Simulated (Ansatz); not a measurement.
**The polar optical mode of AlP at 16 GPa, worked through**

All numbers below come from DFT PBEsol, scalar-relativistic, plane waves, PAW (Ansatz). Settings: 420 eV plane-wave cutoff, Γ-centred 10×10×10 mesh, fixed occupations. No spin polarisation. Phonons by linear response, acoustic sum rule imposed.

The cell, relaxed at 16 GPa:
```
Al P
1.0
     0.00000    2.61155    2.61155
     2.61155    0.00000    2.61155
     2.61155    2.61155    0.00000
Al P
1 1
Direct
  0.00000 0.00000 0.00000
  0.75000 0.75000 0.75000
```

Linear response gives ν_TO = 512.0 cm⁻¹, Born charges ±2.153 e (positive on Al) and ε∞ = 8.287. The primitive cell holds 35.622 Å³, and the masses are 26.982 and 30.974 amu.

Q: Find ν_LO and the static dielectric constant.

A: The long-wave field adds a restoring force: ω_LO² − ω_TO² = Z*²e²/(ε_vac ε∞ μV). In these units ν_LO² − ν_TO² = 4.92064×10⁷ Z*²/(μ V ε∞) cm⁻², with μ = m₁m₂/(m₁ + m₂) = 14.420 amu: 53600 cm⁻². So ν_LO = √(512.0² + 53600) = 561.9 cm⁻¹, and the run gives 561.9. Lyddane–Sachs–Teller then gives ε0 = ε∞ (ν_LO/ν_TO)² = 9.98, against 9.98 in the run (it forms both from the same three quantities, so the match checks the arithmetic only). Between ν_TO and ν_LO the dielectric function is negative and an undamped crystal reflects fully: a reststrahlen band from 17.8 to 19.5 μm.

Q: What do the Clausius–Mossotti polarisability and the Szigeti charge come to?

A: With the Lorentz local field, α = (3V/4π)(ε∞ − 1)/(ε∞ + 2) = 6.02 Å³ for the pair, and e_S = 3Z*/(ε∞ + 2) = 0.63 e. The Born charge includes the electrons' response to the dipole's own local field, and e_S takes that enhancement out. The Lorentz field assumes point-like polarisable ions, a poor picture once ε∞ is this large, since the electron clouds then overlap or are shared, so both numbers are formal here.

Q: How strongly does a slow electron couple to the LO mode?

A: For one isotropic parabolic band, Fröhlich's constant is α_F = (1/ε∞ − 1/ε0) √(m* Ry/ħω_LO), with Ry = 13.606 eV, ħω_LO = 69.7 meV and m* in free-electron masses: α_F = 0.0205 × 13.98 × √m* = 0.29 √m*. The band mass isn't part of this run; for m* = 0.1, 0.3 and 1 it gives 0.09, 0.16, 0.29. In weak coupling the polaron lies α_F ħω_LO below the band edge (11 meV at m* = 0.3) with a mass m*(1 + α_F/6); past α_F of about 5 or 6 that expansion fails. A semilocal functional's ε∞ tends to be too large, which taken alone lowers α_F.

Cost: 1 run of about 0.7 core-minutes, on Arm Neoverse V1 (shared hosts).

Compressed zinc-blende AlP is a polar but largely covalent semiconductor: most of its static screening is electronic, and the lattice raises the dielectric constant only from 8.287 to 9.98. The Born charge of ±2.153 e is no measure of static ionicity, since it includes the charge that flows along the sp³ bonds as the sublattices move against each other. That dynamic charge gives a clear LO–TO splitting, but stiff bonds keep the ions' static response small. The light atoms help raise the phonon frequencies, yet their masses cancel from the lattice part of the static dielectric constant, which depends on the force constant, the Born charge and the cell volume.

The small lattice contribution also explains the weak Fröhlich coupling for all three trial masses. In AlP the conduction-band minimum lies near X, where the valleys are anisotropic, so these values are best read as a scale for electron coupling. A real TO frequency at Γ doesn't establish that zinc blende is the stable phase at this pressure.
